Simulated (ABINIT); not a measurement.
**SiC (Moissanite): G0W0 in ABINIT against the k mesh**

Aim: move the k mesh of a G0W0 run on SiC (Moissanite) over a wide range.

Calculated with ABINIT 10.8.3; PBE and many-body steps on it, plane waves.

### 1. Set-up

Symmetry: P6_3mc, No. 186, hexagonal system. The conventional cell has a = 3.076 Å, b = 3.076 Å, c = 5.048 Å, α = 90.00°, β = 90.00°, γ = 120.00°. Si has 4 C at 1.87 to 1.94 Å nearest. C has 4 Si at 1.87 to 1.94 Å nearest. Farther neighbours are not listed.

The cell and positions come from the Crystallography Open Database and are kept as given unless a step says otherwise.

### 2. Empty states on the mesh, 6×6×4 mesh, 281 bands

This step: ABINIT 10.8.3; DFT, PBE, plane waves, norm-conserving pseudopotentials.

The sums over transitions need many empty states on a uniform mesh; this step solves for them.

File run.abi:

```
acell 3*1.0 Angstrom
rprim 
  3.075999999976 0.000000000005 0.000000000000
  -1.537999999993 2.663894142018 0.000000000000
  0.000000000000 0.000000000000 5.048000000000
ntypat 2
znucl 14 6
natom 4
typat 1 1 2 2
xred 
  0.333333333333 0.666666666667 0.000000000000
  0.666666666667 0.333333333333 0.500000000000
  0.333333333333 0.666666666667 0.385000000000
  0.666666666667 0.333333333333 0.885000000000
pp_dirpath "pseudos"
pseudos "Si.upf, C.upf"
ecut 37
ngkpt 6 6 4
nshiftk 1
shiftk 0 0 0
kptopt 1
chksymbreak 0
irdden 1
istwfk *1
nband 281
prtvol 0
optdriver 6
gwr_task "HDIAGO"
paral_kgb 0
occopt 1
indata_prefix "in"
outdata_prefix "out"
tmpdata_prefix "tmp"
```

Started as:

```sh
> OMP_NUM_THREADS=1 mpirun -n 4 abinit run.abi > log
```

Numbers of over 12 decimals in the logs are rounded to 6 here.

Output:

```text
.Version 10.8.3 of ABINIT. v10.8.2 released Aug 2026.

 Symmetries : space group P6_3 m c (#186); Bravais hP (primitive hexag.)
[... echo of the input left out ...]
== DATASET  1 ==================================================================
-   mpi_nproc: 4, omp_nthreads: 1 (-1 if OMP is not activated)

--- !DatasetInfo
iteration_state: {dtset: 1, }
dimensions: {natom: 4, nkpt: 21, mband: 281, nsppol: 1, nspinor: 1, nspden: 1, mpw: 3018, }
cutoff_energies: {ecut:  37.0, pawecutdg:  -1.0, }
[...]
Indirect band gap semiconductor
 Fundamental gap:     2.329 (eV)
   VBM:     7.139 (eV) at k: [ 0.0000E+00,  0.0000E+00,  0.0000E+00]
   CBM:     9.468 (eV) at k: [ 3.3333E-01,  3.3333E-01,  0.0000E+00]
 Direct gap:         4.083 (eV) at k: [ 5.0000E-01,  0.0000E+00,  0.0000E+00]

== END DATASET(S) ==============================================================
================================================================================

 -outvars: echo values of variables after computation  --------
           etotal      0.0000000000E+00
            nband         281
             nkpt          21
          spgroup         186
 [... the other variables as echoed above ...]

 Calculation completed.
```

It took 2 min on 4 MPI ranks of Arm Neoverse V1, shared host; peak memory 2.2 GiB; 8 min of CPU time.

Numbers from this step:

```yaml
gap: 2.329 eV
k_of_the_valence_top: 0, 0, 0
k_of_the_conduction_bottom: 0.3333, 0.3333, 0
least_direct_gap: 4.083 eV
k_points_computed: 21
lowest_point_of_the_top_converged_band_above_the_valence_top: 180.3663 eV
```

On this mesh the gap is 2.329 eV.

The density comes from a self-consistent run that is not shown.

### 3. Empty states on the mesh, 3×3×2 mesh, 81 bands

Edit run.abi of step 2 so:

```diff
@@ -17,3 +17,3 @@
 ecut 37
-ngkpt 6 6 4
+ngkpt 3 3 2
 nshiftk 1
@@ -22,10 +22,10 @@
 chksymbreak 0
+iscf -2
 irdden 1
 istwfk *1
-nband 281
+nband 81
+nbdbuf 6
+tolwfr 1e-09
+nstep 60
 prtvol 0
-optdriver 6
-gwr_task "HDIAGO"
-paral_kgb 0
-occopt 1
 indata_prefix "in"
```

Output:

```text
.Version 10.8.3 of ABINIT. v10.8.2 released Aug 2026.

 Symmetries : space group P6_3 m c (#186); Bravais hP (primitive hexag.)
[... echo of the input left out ...]
== DATASET  1 ==================================================================
-   mpi_nproc: 4, omp_nthreads: 1 (-1 if OMP is not activated)

--- !DatasetInfo
iteration_state: {dtset: 1, }
dimensions: {natom: 4, nkpt: 6, mband: 81, nsppol: 1, nspinor: 1, nspden: 1, mpw: 3018, }
cutoff_energies: {ecut:  37.0, pawecutdg:  -1.0, }
[...]
2.47508    2.49814    2.50122    2.50122    2.57580    2.57580    2.58428    2.62559
   2.66685    2.66685    2.71004    2.71004    2.77954    2.80982    2.80982    2.85896
   2.88480
 prteigrs : prtvol=0 or 1, do not print more k-points.

== END DATASET(S) ==============================================================
================================================================================

 -outvars: echo values of variables after computation  --------
            nband          81
             nkpt           6
          spgroup         186
 [... the other variables as echoed above ...]

 Calculation completed.
```

Elapsed: 11 s, on 4 MPI ranks; peak memory 0.27 GiB; 46 s of CPU time.

This step gave:

| Property | Result |
| --- | --- |
| gap | 2.329 eV |
| k of the valence top | 0, 0, 0 |
| k of the conduction bottom | 0.3333, 0.3333, 0 |
| least direct gap | 4.403 eV |
| k points computed | 6 |
| lowest point of the top converged band, above the valence top | 66.6053 eV |

On this mesh the gap is 2.329 eV.

### 4. Empty states on the mesh, 9×9×6 mesh, 81 bands

Edit run.abi of step 3 so:

```diff
@@ -17,3 +17,3 @@
 ecut 37
-ngkpt 3 3 2
+ngkpt 9 9 6
 nshiftk 1
```

Output:

```text
.Version 10.8.3 of ABINIT. v10.8.2 released Aug 2026.

 Symmetries : space group P6_3 m c (#186); Bravais hP (primitive hexag.)
[... echo of the input left out ...]
== DATASET  1 ==================================================================
-   mpi_nproc: 4, omp_nthreads: 1 (-1 if OMP is not activated)

--- !DatasetInfo
iteration_state: {dtset: 1, }
dimensions: {natom: 4, nkpt: 48, mband: 81, nsppol: 1, nspinor: 1, nspden: 1, mpw: 3027, }
cutoff_energies: {ecut:  37.0, pawecutdg:  -1.0, }
[...]
2.47508    2.49814    2.50122    2.50122    2.57580    2.57580    2.58428    2.62559
   2.66685    2.66685    2.71004    2.71004    2.77954    2.80982    2.80982    2.85896
   2.88480
 prteigrs : prtvol=0 or 1, do not print more k-points.

== END DATASET(S) ==============================================================
================================================================================

 -outvars: echo values of variables after computation  --------
            nband          81
             nkpt          48
          spgroup         186
 [... the other variables as echoed above ...]

 Calculation completed.
```

Run time: 59 s. Hardware: 4 MPI ranks; peak memory 0.43 GiB.

Numbers from this step:

| Property | Result |
| --- | --- |
| gap | 2.329 eV |
| k of the valence top | 0, 0, 0 |
| k of the conduction bottom | 0.3333, 0.3333, 0 |
| least direct gap | 4.119 eV |
| k points computed | 48 |
| lowest point of the top converged band, above the valence top | 65.2164 eV |

On this mesh the gap is 2.329 eV.

### 5. Screening, 3×3×2 mesh, 75 bands, screening to 163.3 eV

The RPA dielectric matrix is built and inverted for each q.

This step: RPA screening on PBE, plane waves, norm-conserving pseudopotentials.

Edit run.abi of step 4 so:

```diff
@@ -17,3 +17,3 @@
 ecut 37
-ngkpt 9 9 6
+ngkpt 3 3 2
 nshiftk 1
@@ -22,10 +22,11 @@
 chksymbreak 0
-iscf -2
-irdden 1
 istwfk *1
-nband 81
-nbdbuf 6
-tolwfr 1e-09
-nstep 60
-prtvol 0
+occopt 1
+irdwfk 1
+optdriver 3
+nband 75
+ecuteps 6
+inclvkb 2
+awtr 1
+symchi 1
 indata_prefix "in"
```

Output:

```text
.Version 10.8.3 of ABINIT. v10.8.2 released Aug 2026.

 Symmetries : space group P6_3 m c (#186); Bravais hP (primitive hexag.)
[... echo of the input left out ...]
== DATASET  1 ==================================================================
-   mpi_nproc: 4, omp_nthreads: 1 (-1 if OMP is not activated)

--- !DatasetInfo
iteration_state: {dtset: 1, }
dimensions: {natom: 4, nkpt: 6, mband: 75, nsppol: 1, nspinor: 1, nspden: 1, mpw: 3018, }
cutoff_energies: {ecut:  37.0, pawecutdg:  -1.0, }
electrons: {nelect:   1.60000000E+01, charge:   0.00000000E+00, occopt:   1.00000000E+00, tsmear:   1.00000000E-02, }

 SCREENING: Calculation of the susceptibility and dielectric matrices

 Based on a program developped by R.W. Godby, V. Olevano, G. Onida, and L. Reining.
 Incorporated in ABINIT by V. Olevano, G.-M. Rignanese, and M. Torrent.
.Using double precision arithmetic ; gwpc =  8

[... cell and pseudopotentials left out ...]
--------------------------------------------------------------------------------

 ==== K-mesh for the wavefunctions ====
 Number of points in the irreducible wedge :     6
[... list of points left out ...]
 Together with 12 symmetry operations and time-reversal symmetry
 yields    18 points in the full Brillouin Zone.

 ==== Q-mesh for the screening function ====
 Number of points in the irreducible wedge :     6
[... list of points left out ...]
 Together with 12 symmetry operations and time-reversal symmetry
 yields    18 points in the full Brillouin Zone.

 setmesh: FFT mesh size selected  =    20x   20x   40
          total number of points  =        16000

 vcoul_init : cutoff-mode = AUXILIARY_FUNCTION
 q-points for optical limit:   1
     1)      0.000010    0.000020    0.000030

- screening: taking advantage of time-reversal symmetry
- Maximum band index for partially occupied states nbvw = 8
- Remaining bands to be divided among processors   nbcw = 67
- Number of bands treated by each node ~16

 Number of electrons calculated from density =   16.0000; Expected =   16.0000
 average of density, n =  0.057319
 r_s =    1.6089
 omega_plasma =   23.0944 [eV]

 calculating chi0 at frequencies [eV] :
  1    0.000000E+00    0.000000E+00
  2    0.000000E+00    2.309436E+01

--------------------------------------------------------------------------------
  q-point number  1        q = ( 0.000000, 0.000000, 0.000000) [r.l.u.]
--------------------------------------------------------------------------------
[... chi0 elements left out ...]
 For q-point:  0.000010 0.000020 0.000030
  dielectric constant =   8.6229
  dielectric constant without local fields =   9.4577

  Average fulfillment of the sum rule on Im[epsilon] for q-point    1 :     77.03  [%]
[... wings left out ...]
  q-point number  2        q = ( 0.333333, 0.000000, 0.000000) [r.l.u.]
--------------------------------------------------------------------------------
[... chi0 elements left out ...]
  Average fulfillment of the sum rule on Im[epsilon] for q-point    2 :     82.10  [%]

 [... 4 further q-points ...]
```

Wall time 5.7 s (4 MPI ranks); peak memory 0.42 GiB.

Numbers from this step:

```
ε∞ with local fields, on this mesh, along the program's q direction : 8.623
the same without local fields                                       : 9.458
plasma frequency                                                    : 23.09 eV
plane waves in the screening matrix                                 : 197
```

Local fields lower ε∞ by 9 %. On a Γ-centred mesh this coarse the value itself is usually too large, while a short band sum pulls it down.

### 6. 3×3×2

This step: G0W0 on PBE, plane waves, norm-conserving pseudopotentials.

Edit run.abi of step 5 so:

```diff
@@ -25,8 +25,19 @@
 irdwfk 1
-optdriver 3
+optdriver 4
 nband 75
+gwcalctyp 0
+ecutsigx 37
+symsigma 1
+nkptgw 3
+kptgw 
+  0.0000000000 0.0000000000 0.0000000000
+  0.3333333333 0.3333333333 0.0000000000
+  0.3333333333 0.0000000000 0.0000000000
+bdgw 
+  6 10
+  7 10
+  7 10
 ecuteps 6
-inclvkb 2
-awtr 1
-symchi 1
+irdscr 1
+ppmodel 1
 indata_prefix "in"
```

Output:

```text
.Version 10.8.3 of ABINIT. v10.8.2 released Aug 2026.

 Symmetries : space group P6_3 m c (#186); Bravais hP (primitive hexag.)
[... echo of the input left out ...]
== DATASET  1 ==================================================================
-   mpi_nproc: 4, omp_nthreads: 1 (-1 if OMP is not activated)

--- !DatasetInfo
iteration_state: {dtset: 1, }
dimensions: {natom: 4, nkpt: 6, mband: 75, nsppol: 1, nspinor: 1, nspden: 1, mpw: 3018, }
cutoff_energies: {ecut:  37.0, pawecutdg:  -1.0, }
electrons: {nelect:   1.60000000E+01, charge:   0.00000000E+00, occopt:   1.00000000E+00, tsmear:   1.00000000E-02, }

 SIGMA: Calculation of the GW corrections

 Based on a program developped by R.W. Godby, V. Olevano, G. Onida, and L. Reining.
 Incorporated in ABINIT by V. Olevano, G.-M. Rignanese, and M. Torrent.
.Using double precision arithmetic ; gwpc =  8

[... cell and pseudopotentials left out ...]
--------------------------------------------------------------------------------

 ==== K-mesh for the wavefunctions ====
 Number of points in the irreducible wedge :     6
[... list of points left out ...]
 Together with 12 symmetry operations and time-reversal symmetry
 yields    18 points in the full Brillouin Zone.

 ==== Q-mesh for screening function ====
 Number of points in the irreducible wedge :     6
[... list of points left out ...]
 Together with 12 symmetry operations and time-reversal symmetry
 yields    18 points in the full Brillouin Zone.

 vcoul_init : cutoff-mode = AUXILIARY_FUNCTION
 q-points for optical limit:   1
     1)      0.000010    0.000020    0.000030
 setmesh: FFT mesh size selected  =    27x   27x   54
          total number of points  =        39366

 Number of electrons calculated from density =   16.0000; Expected =   16.0000
 average of density, n =  0.057319
 r_s =    1.6089
 omega_plasma =   23.0944 [eV]

 === KS Band Gaps ===
  >>>> For spin  1
   Minimum direct gap =   4.4029 [eV], located at k-point      :   0.3333  0.0000  0.0000
   Fundamental gap    =   2.3294 [eV], Top of valence bands at :   0.0000  0.0000  0.0000
                                       Bottom of conduction at :   0.3333  0.3333  0.0000
 SIGMA fundamental parameters:
 PLASMON POLE MODEL  1
 number of plane-waves for SigmaX                 2997
 number of plane-waves for SigmaC and W            197
 number of plane-waves for wavefunctions          2997
 number of bands                                    75
 number of independent spin polarizations            1
 number of spinorial components                      1
 number of k-points in IBZ                           6
 number of q-points in IBZ                           6
 number of symmetry operations                      12
 number of k-points in BZ                           18
 number of q-points in BZ                           18
 number of frequencies for dSigma/dE                 9
 frequency step for dSigma/dE [eV]                0.25
 number of omega for Sigma on real axis              0
 max omega for Sigma on real axis  [eV]           0.00
 zcut for avoiding poles [eV]                     0.10

 EPSILON^-1 parameters (SCR file):
 dimension of the eps^-1 matrix on file            197
 dimension of the eps^-1 matrix used               197
 number of plane-waves for wavefunctions          2997
 number of bands                                    75
 number of q-points in IBZ                           6
 number of frequencies                               2
 number of real frequencies                          1
 number of imag frequencies                          1

 matrix elements of self-energy operator (all in [eV])

 Perturbative Calculation

--- !SelfEnergy_ee
iteration_state: {dtset: 1, }
kpoint     : [   0.000,    0.000,    0.000, ]
spin       : 1
KS_gap     :    4.620
QP_gap     :    5.326
Delta_QP_KS:    0.707
data: !SigmaeeData |
     Band     E0 <VxcDFT>   SigX SigC(E0)      Z dSigC/dE  Sig(E)    E-E0       E
        6   6.864 -15.103 -17.801   2.606   0.796  -0.255 -15.176  -0.073   6.791
        7   6.864 -15.103 -17.801   2.606   0.796  -0.255 -15.176  -0.073   6.791
        8   7.139 -14.885 -16.992   2.135   0.799  -0.251 -14.863   0.022   7.161
        9  11.758 -12.138  -6.577  -4.658   0.808  -0.237 -11.408   0.729  12.487
       10  13.157 -12.746  -7.042  -4.856   0.800  -0.249 -12.067   0.679  13.836

--- !SelfEnergy_ee
iteration_state: {dtset: 1, }
kpoint     : [   0.333,    0.333,    0.000, ]
spin       : 1
KS_gap     :    6.371
QP_gap     :    7.233
Delta_QP_KS:    0.862
data: !SigmaeeData |
     Band     E0 <VxcDFT>   SigX SigC(E0)      Z dSigC/dE  Sig(E)    E-E0       E
        7   3.097 -12.975 -16.530   2.997   0.789  -0.267 -13.415  -0.440   2.657
[...]
--- !SelfEnergy_ee
iteration_state: {dtset: 1, }
kpoint     : [   0.333,    0.000,    0.000, ]
spin       : 1
KS_gap     :    4.403
QP_gap     :    5.178
Delta_QP_KS:    0.776
data: !SigmaeeData |
     Band     E0 <VxcDFT>   SigX SigC(E0)      Z dSigC/dE  Sig(E)    E-E0       E
[...]
8   5.937 -14.680 -17.719   2.769   0.794  -0.259 -14.895  -0.214   5.722
        9  10.339 -10.655  -5.649  -4.323   0.821  -0.217 -10.094   0.561  10.901
       10  11.974 -11.347  -6.112  -4.384   0.814  -0.229 -10.654   0.693  12.667

== END DATASET(S) ==============================================================
================================================================================

 -outvars: echo values of variables after computation  --------
           etotal      0.0000000000E+00
            nband          75
             nkpt           6
          spgroup         186
 [... the other variables as echoed above ...]

 Calculation completed.
```

Wall time 6.5 s (4 MPI ranks); peak memory 0.46 GiB.

This step gave:

- G0W0 gap on the points computed: 2.729 eV
- starting gap on the mesh: 2.329 eV
- k of the valence top: 0, 0, 0
- k of the conduction bottom: 0.3333, 0.3333, 0
- Z at the valence top: 0.799
- Z at the conduction bottom: 0.828
- least direct G0W0 gap on the computed points: 5.179 eV

### 7. Screening, 6×6×4 mesh, 75 bands, screening to 163.3 eV

This step: RPA screening on PBE, plane waves, norm-conserving pseudopotentials.

Edit run.abi of step 6 so:

```diff
@@ -17,3 +17,3 @@
 ecut 37
-ngkpt 3 3 2
+ngkpt 6 6 4
 nshiftk 1
@@ -25,19 +25,8 @@
 irdwfk 1
-optdriver 4
+optdriver 3
 nband 75
-gwcalctyp 0
-ecutsigx 37
-symsigma 1
-nkptgw 3
-kptgw 
-  0.0000000000 0.0000000000 0.0000000000
-  0.3333333333 0.3333333333 0.0000000000
-  0.3333333333 0.0000000000 0.0000000000
-bdgw 
-  6 10
-  7 10
-  7 10
 ecuteps 6
-irdscr 1
-ppmodel 1
+inclvkb 2
+awtr 1
+symchi 1
 indata_prefix "in"
```

Output:

```text
.Version 10.8.3 of ABINIT. v10.8.2 released Aug 2026.

 Symmetries : space group P6_3 m c (#186); Bravais hP (primitive hexag.)
[... echo of the input left out ...]
== DATASET  1 ==================================================================
-   mpi_nproc: 4, omp_nthreads: 1 (-1 if OMP is not activated)

--- !DatasetInfo
iteration_state: {dtset: 1, }
dimensions: {natom: 4, nkpt: 21, mband: 75, nsppol: 1, nspinor: 1, nspden: 1, mpw: 3018, }
cutoff_energies: {ecut:  37.0, pawecutdg:  -1.0, }
electrons: {nelect:   1.60000000E+01, charge:   0.00000000E+00, occopt:   1.00000000E+00, tsmear:   1.00000000E-02, }

 SCREENING: Calculation of the susceptibility and dielectric matrices

 Based on a program developped by R.W. Godby, V. Olevano, G. Onida, and L. Reining.
 Incorporated in ABINIT by V. Olevano, G.-M. Rignanese, and M. Torrent.
.Using double precision arithmetic ; gwpc =  8

[... cell and pseudopotentials left out ...]
--------------------------------------------------------------------------------

 ==== K-mesh for the wavefunctions ====
 Number of points in the irreducible wedge :    21
[... list of points left out ...]
 Together with 12 symmetry operations and time-reversal symmetry
 yields   144 points in the full Brillouin Zone.

 ==== Q-mesh for the screening function ====
 Number of points in the irreducible wedge :    21
[... list of points left out ...]
 Together with 12 symmetry operations and time-reversal symmetry
 yields   144 points in the full Brillouin Zone.

 setmesh: FFT mesh size selected  =    20x   20x   40
          total number of points  =        16000

 vcoul_init : cutoff-mode = AUXILIARY_FUNCTION
 q-points for optical limit:   1
     1)      0.000010    0.000020    0.000030

- screening: taking advantage of time-reversal symmetry
- Maximum band index for partially occupied states nbvw = 8
- Remaining bands to be divided among processors   nbcw = 67
- Number of bands treated by each node ~16

 Number of electrons calculated from density =   16.0000; Expected =   16.0000
 average of density, n =  0.057319
 r_s =    1.6089
 omega_plasma =   23.0944 [eV]

 calculating chi0 at frequencies [eV] :
  1    0.000000E+00    0.000000E+00
  2    0.000000E+00    2.309436E+01

--------------------------------------------------------------------------------
  q-point number  1        q = ( 0.000000, 0.000000, 0.000000) [r.l.u.]
--------------------------------------------------------------------------------
[... chi0 elements left out ...]
 For q-point:  0.000010 0.000020 0.000030
  dielectric constant =   6.8383
  dielectric constant without local fields =   7.4924

  Average fulfillment of the sum rule on Im[epsilon] for q-point    1 :     77.21  [%]
[... wings left out ...]
  q-point number  2        q = ( 0.166667, 0.000000, 0.000000) [r.l.u.]
--------------------------------------------------------------------------------
[... chi0 elements left out ...]
  Average fulfillment of the sum rule on Im[epsilon] for q-point    2 :     88.04  [%]

 [... 19 further q-points ...]
```

It took 68 s on 4 MPI ranks; peak memory 0.92 GiB.

Numbers from this step:

```
ε∞ with local fields, on this mesh, along the program's q direction : 6.838
the same without local fields                                       : 7.492
plasma frequency                                                    : 23.09 eV
plane waves in the screening matrix                                 : 197
```

(Continued in part 2 of 2.)

[Paths, hosts, dates, memory and timing lines, banners, echoed tables and standing remarks are left out of the program output.]

[Logs are printed without paths, hosts, clocks, repeated set-up lines and the standing remarks that a program may print on its own settings, such as how far it seeks lower states.]

[Runs of the session that timed out or met a known fault of the program may be left out.]

[Hosts, paths, dates, database ids (printed as entryN), source tags and the programs' standing remarks are cut or masked in the printed files.]

[G0W0 gaps are taken among the corrected bands and points alone; a level outside them can change the order at an edge.]

[Where Ansatz stands beside ABINIT at settings called matched, ABINIT's density can come from a denser mesh and the files from another edition; pairs whose starting gaps differed by over 0.03 eV were left out, so agreement reads better than it is.]
